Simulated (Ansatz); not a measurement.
Recipe of this trial structure of HfSiO4: random cell by space group and Wyckoff sites (R3m, No. 160). Lengths were set from tabulated atomic sizes, so they are only a guess.

```
CELL_PARAMETERS angstrom
2.70935 1.56424 3.40678
-2.70935 1.56424 3.40678
0.00000 -3.12849 3.40678
ATOMIC_POSITIONS crystal
Hf 0.44897 0.44897 0.44897
Si 0.24389 0.24389 0.24389
O 0.95381 0.27794 0.95381
O 0.95381 0.95381 0.27794
O 0.27794 0.95381 0.95381
O 0.63870 0.63870 0.63870
```

Theory: DFT PBE, scalar-relativistic, plane waves, PAW (Ansatz 0.2.0). Cutoff 420 eV, Gaussian smearing, Γ-centred meshes. Cell and atoms relax first on a coarse mesh and then on a converged one. In between, the cell is made exact in the group found at 0.06 Å. The steps can't lower the symmetry of their start. No spin polarisation.

A guess keeps its type if space group and coordination stay and the shape of the cell changes little (axis ratios within about 15 %, angles within 6°); the volume may change.

Problem. Will the relaxed cell still be of the starting type?

Solution. It doesn't keep its type. The symmetry stays R3m (No. 160). The volume per atom grows by 44.0 %, from 14.4 to 20.8 Å³. The shortest distance goes from 1.76 Å (O–O) to 1.55 Å (Si–O). The ratio c/a of the conventional cell changes by a factor of 1.68. Counting neighbours within 15 % of an atom's shortest distance, the start has Hf 2, O 1/2, Si 4 and the end Hf 1, O 1, Si 3. In detail, at the end Hf has 1 O at 1.74 Å, 6 O at 2.59 Å and 3 Si at 2.99 Å; Si is surrounded by 3 O at 1.55 Å and 3 Hf at 2.99 Å; O on a site of symmetry m has 1 Si at 1.55 Å, 2 O at 2.46 Å and 2 Hf at 2.59 Å; 1 more site not described.

```
Hf Si O
1.0
     2.57336    1.48573    5.43715
    -2.57336    1.48573    5.43715
     0.00000   -2.97146    5.43715
Hf Si O
1 1 4
Direct
  0.46939 0.46939 0.46939
  0.11615 0.11615 0.11615
  0.94415 0.46696 0.94415
  0.94415 0.94415 0.46696
  0.46696 0.94415 0.94415
  0.57631 0.57631 0.57631
```

The zero of energy is the elements' standard structures at the same level (O₂ as a molecule); no fitted shifts are applied.

Problem. At what energy does it end?

Solution. −1.951 eV/atom.

The last run used a 6×6×6 mesh for its 6-atom cell and Gaussian smearing of 0.02 eV. No dispersion correction is applied, so the spacing and binding between layers, chains or molecules are poorly described. These runs have no spin–orbit coupling, which can matter for Hf. Symmetry constrained the relaxation, so the result can be a saddle point. Another cell of HfSiO4 relaxed alike, in I4_1/amd (a cell as deposited in COD), lies 1.19 eV/atom lower, so this cell isn't the stable form at this level.

In counts of neighbours, a slash parts the counts of unlike sites.
